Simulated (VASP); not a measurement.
# Zr (P6/mmm) in VASP: a series of runs, part 2 of 2

VASP 6.6.1. The steps go on from the part before.

## (3) Single point, LDA

This run uses another cell than the first one, of 20.72 Å³/atom, 0.960 times its volume.

INCAR reads:

```
ALGO = Fast
EDIFF = 1E-6
ENCUT = 520
GGA = CA
ISIF = 2
ISMEAR = -1
LASPH = True
LCHARG = True
LELF = True
LREAL = False
LVHAR = True
LWAVE = False
NBANDS = 25
NELM = 60
PREC = Accurate
SIGMA = 0.1
```

KPOINTS reads:

```
k-points
0
Gamma
  8 8 12
```

POSCAR reads:

```
Zr
1.0
    4.8608656732      0.0000000000      0.0000000000
   -2.4304328366      4.2096331574      0.0000000000
    0.0000000000      0.0000000000      3.0372579337
Zr
3
Direct
    1.0000000000      0.0000000000      1.0000000000
    0.3333333333      0.6666666667      0.5000000000
    0.6666666667      0.3333333333      0.5000000000
```

Potentials or basis: VASP PAW LDA potentials, release 64 (Zr_sv).

Run with:

```
cat potpaw_LDA.64/Zr_sv/POTCAR > POTCAR
mpirun -np 1 vasp_std > vasp.out
```

OUTCAR:

```text
EDIFF = 1E-6
   ENCUT = 520
   GGA = CA
   ISIF = 2
   ISMEAR = -1
   LASPH = True
   LREAL = False
   NELM = 60
   PREC = Accurate

 ion  position               nearest neighbor table
   1  0.000  0.000  0.000-   2 3.19   3 3.19   2 3.19   3 3.19   3 3.19   3 3.19   2 3.19   2 3.19
                             3 3.19   3 3.19   2 3.19   2 3.19
   2  0.333  0.667  0.500-   3 2.81   3 2.81   3 2.81   1 3.19   1 3.19   1 3.19   1 3.19   1 3.19
                             1 3.19
   3  0.667  0.333  0.500-   2 2.81   2 2.81   2 2.81   1 3.19   1 3.19   1 3.19   1 3.19   1 3.19
                             1 3.19

  LATTYP: Found a hexagonal cell.
 ALAT       =     4.8608656732
 C/A-ratio  =     0.6248388945

  Lattice vectors:

 A1 = (   4.8608656732,   0.0000000000,   0.0000000000)
 A2 = (  -2.4304328366,   4.2096331574,   0.0000000000)
 A3 = (   0.0000000000,   0.0000000000,   3.0372579337)

Analysis of symmetry for initial positions (statically):
=====================================================================
 Subroutine PRICEL returns:
 Original cell was already a primitive cell.

 Routine SETGRP: Setting up the symmetry group for a
 hexagonal supercell.

 Subroutine GETGRP returns: Found 24 space group operations
 (whereof 24 operations were pure point group operations)
 out of a pool of 24 trial point group operations.

The static configuration has the point symmetry D_6h.

Analysis of symmetry for dynamics (positions and initial velocities):
=====================================================================
 Subroutine PRICEL returns:
 Original cell was already a primitive cell.

 Routine SETGRP: Setting up the symmetry group for a
 hexagonal supercell.

 Subroutine GETGRP returns: Found 24 space group operations
 (whereof 24 operations were pure point group operations)
 out of a pool of 24 trial point group operations.

The dynamic configuration has the point symmetry D_6h.

 Subroutine INISYM returns: Found 24 space group operations
 (whereof 24 operations are pure point group operations),
 and found     1 'primitive' translations

----------------------------------------------------------------------------------------

                                     Primitive cell

  volume of cell :      62.1498

  direct lattice vectors                    reciprocal lattice vectors
     4.860865673  0.000000000  0.000000000     0.205724673  0.118775195  0.000000000
    -2.430432837  4.209633157  0.000000000     0.000000000  0.237550390  0.000000000
     0.000000000  0.000000000  3.037257934     0.000000000  0.000000000  0.329244345

  length of vectors
     4.860865673  4.860865673  3.037257934     0.237550390  0.237550390  0.329244345

  position of ions in fractional coordinates (direct lattice)
     0.000000000  0.000000000  0.000000000
     0.333333333  0.666666667  0.500000000
     0.666666667  0.333333333  0.500000000

  ion indices of the primitive-cell ions
   primitive index   ion index
                 1           1
                 2           2
                 3           3

----------------------------------------------------------------------------------------

 KPOINTS: k-points

Automatic generation of k-mesh.
 Grid dimensions read from file:
 generate k-points for:    8    8   12

 Generating k-lattice:

  Cartesian coordinates                     Fractional coordinates (reciprocal lattice)
     0.025715584  0.014846899  0.000000000     0.125000000  0.000000000  0.000000000
     0.000000000  0.029693799  0.000000000     0.000000000  0.125000000  0.000000000
     0.000000000  0.000000000  0.027437029     0.000000000  0.000000000  0.083333333

  Length of vectors
     0.029693799  0.029693799  0.027437029

  Shift w.r.t. Gamma in fractional coordinates (k-lattice)
     0.000000000  0.000000000  0.000000000

 Subroutine IBZKPT returns following result:
 ===========================================

 Found     70 irreducible k-points:

 Following reciprocal coordinates:
            Coordinates               Weight
  0.000000  0.000000  0.000000      1.000000
  0.125000  0.000000  0.000000      6.000000
  0.250000  0.000000  0.000000      6.000000
  0.375000  0.000000  0.000000      6.000000
  0.500000  0.000000  0.000000      3.000000
  0.125000  0.125000  0.000000      6.000000
[... 16 lines left out ...]
  0.250000  0.000000  0.166667     12.000000
  0.375000  0.000000  0.166667     12.000000
 [... further k-points ...]
   k-points           NKPTS =     70   k-points in BZ     NKDIM =     70   number of bands    NBANDS=     25
   number of dos      NEDOS =    301   number of ions     NIONS =      3
   total plane-waves  NPLWV =  31104
   dimension x,y,z NGX =    36 NGY =   36 NGZ =   24
   dimension x,y,z NGXF=    72 NGYF=   72 NGZF=   48
   ions per type =               3
   NGX,Y,Z   is equivalent  to a cutoff of  12.31, 12.31, 13.14 a.u.
   NGXF,Y,Z  is equivalent  to a cutoff of  24.62, 24.62, 26.27 a.u.
 SYSTEM =  unknown system
   PREC   = accura    normal or accurate (medium, high low for compatibility)
   ISTART =      0    job   : 0-new  1-cont  2-samecut
   ICHARG =      2    charge: 1-file 2-atom 10-const
   ISPIN  =      1    spin polarized calculation?
   LNONCOLLINEAR =      F non collinear calculations
   LSORBIT =      F    spin-orbit coupling
   LASPH  =      T    aspherical Exc in radial PAW
   ENCUT  =  520.0 eV  38.22 Ry    6.18 a.u.   9.04  9.04  5.65*2*pi/ulx,y,z
   NELM   =     60;   NELMIN=  2; NELMDL= -5     # of ELM steps
   EDIFF  = 0.1E-05   stopping-criterion for ELM
   LREAL  =      F    real-space projection
   EDIFFG = 0.1E-04   stopping-criterion for IOM
   NSW    =      0    number of steps for IOM
   IBRION =     -1    ionic relax: 0-MD 1-quasi-New 2-CG
   NFREE  =      0    steps in history (QN), initial steepest desc. (CG)
   ISIF   =      2    stress and relaxation
   ISYM   =      2    0-nonsym 1-usesym 2-fastsym
   POTIM  = 0.5000    time-step for ionic-motion
   TEBEG  =    0.0;   TEEND  =   0.0 temperature during run
   PSTRESS=    0.0 pullay stress
   NELECT =      36.0000    total number of electrons
   NUPDOWN=      -1.0000    fix difference up-down
   EMIN   =  10.00;   EMAX   =-10.00  energy-range for DOS
   EFERMI =   0.00;   METHOD = LEGACY
   ISMEAR =    -1;   SIGMA  =   0.10  broadening in eV -4-tet -1-fermi 0-gaus
   EFERMI_NEDOS =   21; number of points for ismear=-14 and -15
   IALGO  =     68    algorithm
   IMIX   =      4    mixing-type and parameters
     AMIX     =   0.40;   BMIX     =  1.00
     AMIX_MAG =   1.60;   BMIX_MAG =  1.00
  volume/ion in A,a.u.               =      20.72       139.80
  Fermi-wavevector in a.u.,A,eV,Ry     =   1.364675  2.578861 25.338635  1.862337
  Thomas-Fermi vector in A             =   2.490970
   LORBIT       =      0    0 simple, 1 ext, 2 COOP (PROOUT), +10 PAW based schemes
   GGA     = CA    functional components
   LHFCALC =     F    Hartree Fock is set to
   AEXX    =    0.0000 exact exchange contribution
   IVDW    =     0    specifies the selected vdW correction
   LEPSILON=     F    determine dielectric tensor
   LRPA    =     F    only Hartree local field effects (RPA)
 non-spin polarized calculation
 RMM-DIIS sequential band-by-band and
  energy-cutoff  :      520.00
  volume of cell :       62.15
 maximum number of plane-waves:      1697
   NGX = 19   NGY = 19   NGZ = 11

 number of electron      36.0000000 magnetization

 Free energy of the ion-electron system (eV)
  ---------------------------------------------------
  ext. energy  EPLUGINS =         0.00000000
  ---------------------------------------------------
  free energy    TOTEN  =       -27.92604196 eV

  energy without entropy =      -27.83046891  energy(sigma->0) =      -27.87825544

 E-fermi :   9.9740     XC(G=0): -11.8333

 val. band max:        9.9705570933   @ k =   0.5000   0.0000   0.0833
 cond. band min:       9.9791329304   @ k =   0.3750   0.2500   0.0833
 fundamental gap:      0.0085758371
 Fermi energy:         9.9739754468

 k-point     1 :       0.0000    0.0000    0.0000
  band No.  band energies     occupation
      1     -38.3346      2.00000
      2     -38.0849      2.00000
      3     -37.8283      2.00000
      4     -16.8317      2.00000
      5     -16.8317      2.00000
      6     -16.6934      2.00000
[... 661 lines left out ...]
     24      12.9870      0.00000
     25      13.5189      0.00000

 [... further k-points ...]

------------------------ aborting loop because EDIFF is reached ----------------------------------------

  FORCE on cell =-STRESS in cart. coord.  units (eV):
  Direction    XX          YY          ZZ          XY          YZ          ZX
  --------------------------------------------------------------------------------------
  -------------------------------------------------------------------------------------
  Total        1.8815437      1.8815437      1.8496203      0.0000000     -0.0000000      0.0000000
  in kB       48.5048713     48.5048713     47.6819063      0.0000000     -0.0000000      0.0000000
  external PRESSURE =      48.2305496 kB  Pullay stress =       0.0000000 kB

 VOLUME and BASIS-vectors are now :
 -----------------------------------------------------------------------------
  energy-cutoff  :      520.00
  volume of cell :       62.15
      direct lattice vectors                 reciprocal lattice vectors
     4.860865673  0.000000000  0.000000000     0.205724673  0.118775195  0.000000000
    -2.430432837  4.209633157  0.000000000     0.000000000  0.237550390  0.000000000
     0.000000000  0.000000000  3.037257934     0.000000000  0.000000000  0.329244345

 POSITION                                       TOTAL-FORCE (eV/Angst)
 -----------------------------------------------------------------------------------
      0.00000      0.00000      0.00000        -0.000000      0.000000     -0.000000
     -0.00000      2.80642      1.51863         0.000000      0.000000      0.000000
      2.43043      1.40321      1.51863        -0.000000     -0.000000     -0.000000
 -----------------------------------------------------------------------------------
    total drift:                                0.000000     -0.000000     -0.000000

  FREE ENERGIE OF THE ION-ELECTRON SYSTEM (eV)
  ---------------------------------------------------
  free  energy   TOTEN  =       -27.9260419634 eV

  energy  without entropy=      -27.8304689142  energy(sigma->0) =      -27.87825544
```

OSZICAR:

```text
N       E                     dE             d eps       ncg     rms          rms(c)
DAV:   1     0.354551668177E+03    0.35455E+03   -0.19770E+04  3500   0.146E+03
DAV:   2    -0.334512883681E+01   -0.35790E+03   -0.35060E+03  4064   0.424E+02
DAV:   3    -0.280832653574E+02   -0.24738E+02   -0.24191E+02  6505   0.812E+01
[... 11 lines left out ...]
RMM:  15    -0.279260335754E+02   -0.73540E-05   -0.61815E-05  5222   0.359E-02    0.470E-03
RMM:  16    -0.279260378176E+02   -0.42421E-05   -0.36671E-05  4833   0.249E-02    0.449E-03
RMM:  17    -0.279260399780E+02   -0.21605E-05   -0.17354E-05  4475   0.214E-02    0.527E-03
RMM:  18    -0.279260411871E+02   -0.12091E-05   -0.11659E-05  4130   0.156E-02    0.201E-03
RMM:  19    -0.279260419634E+02   -0.77626E-06   -0.68329E-06  3524   0.109E-02
   1 F= -.27926042E+02 E0= -.27878255E+02  d E =-.955730E-01
```

stdout:

```text
POSCAR found type information on POSCAR Zr
 POSCAR found :  1 types and       3 ions
 scaLAPACK will be used
 LDA part: xc-table for (Slater(with rela. corr.)+CA(PZ))
 , standard interpolation
 POSCAR, INCAR and KPOINTS ok, starting setup
 FFT: planning ... GRIDC
 FFT: planning ... GRID_SOFT
 FFT: planning ... GRID
 WAVECAR not read
 entering main loop
WARNING in EDDRMM: call to ZHEGV failed, returncode =   8  4     19
WARNING in EDDRMM: call to ZHEGV failed, returncode =   8  4      4
WARNING in EDDRMM: call to ZHEGV failed, returncode =   6  3     13
WARNING in EDDRMM: call to ZHEGV failed, returncode =   8  4     21
WARNING in EDDRMM: call to ZHEGV failed, returncode =   8  4     10
```

Run time: 2 min. Hardware: 1 thread of Intel Xeon Platinum 8559C (Emerald Rapids), shared host; peak memory 0.2 GiB.

Results:

```
Free energy            : -27.9260 eV
Pressure               : 4.8 GPa
Band gap on the k mesh : none (metal or under the smearing width)
```
